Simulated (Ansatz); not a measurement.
**Which element?**

Cell vectors (Å):

```
0.0000 3.2194 3.2194
3.2194 0.0000 3.2194
3.2194 3.2194 0.0000
```

```
atom       a       b       c
   X  0.0000  0.0000  0.0000
  Te  0.2500  0.2500  0.2500
```

Theory: PBEsol, all-electron LAPW in Ansatz 0.2.0, scalar-relativistic. k mesh 6×6×6, fine mesh 10×10×10, fixed occupations, lines of 0.25 eV.

Independent-particle optical response of a crystal from Kohn-Sham bands on the fine mesh, no local fields or excitons; Cartesian axes as in the cell vectors.

| Property | Result |
| --- | --- |
| Fine mesh | 10, 10, 10 |
| Line width | 0.25 eV |
| Further gaussian width | 0.3 eV |

| photon energy (eV) | dielectric imag xx |
| --- | --- |
| 1.2 | 0 |
| 2.4 | 0.41 |
| 3.6 | 5 |
| 4.8 | 13.58 |
| 6 | 8.35 |
| 7.2 | 3.7 |
| 8.4 | 2.02 |
| 9.6 | 1.02 |
| 10.8 | 0.51 |
| 12 | 0.41 |
| 13.2 | 0.41 |
| 14.4 | 0.42 |
| 15.6 | 0.24 |
| 16.8 | 0.21 |
| 18 | 0.16 |
| 19.2 | 0.11 |
| 20.4 | 0.1 |
| 21.6 | 0.06 |
| 22.8 | 0.05 |
| 24 | 0.03 |
| 25.2 | 0.02 |
| 26.4 | 0.04 |
| 27.6 | 0.03 |
| 28.8 | 0.02 |
| 30 | 0.02 |

Q: All X atoms are one element. Which one was computed?

A: Mg; the crystal is MgTe (F-43m, a database entry that needn't be its stable phase).

Limits of these numbers: semilocal gaps are low, and what follows the gap (onsets, screening, light masses) shifts with it; this zinc-blende form is metastable at ambient conditions; spectra summed at the mesh points alone; no spin-orbit coupling on heavy atoms.
